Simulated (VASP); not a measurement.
Crystal: BN.

```
N B
1.0
     1.25112    0.72234    3.37293
    -1.25112    0.72234    3.37293
     0.00000   -1.44467    3.37293
N B
1 1
Cartesian
  0.0000 0.0000 6.7517
  0.0000 0.0000 0.0033
```

The cell is a database's computed one.

Base run:

| Property | Result |
| --- | --- |
| Program | VASP 6.6.1 |
| Functional | PBE |
| Potentials or basis | VASP PAW PBE potentials, release 54 (N, B) |
| Cutoff | 520 eV |
| k mesh | 12 × 12 × 12 |
| Occupations | fermi-dirac, width 0.05 eV |
| Spin | no spin polarisation |

Its results: band gap on the k mesh 4.28 eV, indirect (least direct gap 4.70 eV); pressure 3.6 GPa.

**Question.** The run is repeated on the same cell with these changes: potentials or basis from VASP PAW PBE potentials, release 54 (N, B) to VASP PAW PBE potentials, release 64 (N_s, B_s); cutoff from 520 eV to 400 eV. What comes out?

**Answer.** Band gap on the k mesh 4.28 eV, indirect (least direct gap 4.70 eV); pressure 4.5 GPa.

A k mesh can miss the band edges.
